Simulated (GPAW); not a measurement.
Here is a GPAW 26.7.0 calculation.

File run.py:

```python
from ase.dft.bandgap import bandgap
from ase.io import read, write
from ase.units import Bohr, GPa
from gpaw import GPAW, PW
from gpaw.elf import elf_from_dft_calculation

atoms = read('Ta.xyz')

calc = GPAW(mode=PW(600),
            xc='revPBE',
            kpts={'size': (11, 11, 11), 'gamma': True},
            occupations={'name': 'fermi-dirac', 'width': 0.05},
            setups={'Ta': '5'},
            nbands=-9,
            convergence={'density': 1e-05, 'energy': 1e-05},
            maxiter=150,
            txt='gpaw.txt')
atoms.calc = calc
energy = atoms.get_potential_energy()
forces = atoms.get_forces()
stress = atoms.get_stress()
calc.write('gs.gpw')
write('result.traj', atoms)
print(f'Energy: {energy:.6f} eV')
print('Forces (eV/A):')
print(forces.round(4))
print('Stress (GPa):', (stress / GPa).round(3))
print('Fermi level:', round(calc.get_fermi_level(), 4), 'eV')
print(f'Gap: {bandgap(calc)[0]:.4f} eV, direct: {bandgap(calc, direct=True)[0]:.4f} eV')

# fields on the real-space grid
write('density.cube', atoms, data=calc.get_pseudo_density() * Bohr**3)
write('potential.cube', atoms, data=calc.get_electrostatic_potential())
write('elf.cube', atoms, data=elf_from_dft_calculation(calc).data)
```

Contents of Ta.xyz:

```xyz
1
Lattice="-1.7138403400 1.6638007000 1.6059510000 1.6932035700 -1.6823021200 1.6038156500 1.6862236500 1.6546854300 -1.6244524300" Properties=species:S:1:pos:R:3 pbc="T T T"
Ta     0.0000000000      0.0000000000      0.0000000000
```

Potentials or basis: the program's PAW data sets (release 1.2.1) made for this functional, other valence, pw.

Run with:

```bash
$ OMP_NUM_THREADS=1 python run.py
```

Predict the pressure.

8.5 GPa.

Predict the band gap on the k mesh.

none (metal or under the smearing width).

Stress tensor (GPa, compression positive):
```
 5.99  1.71  1.10
 1.71  7.90  0.94
 1.10  0.94 11.60
```

Spin-orbit coupling is left out, which matters for the levels of Ta.
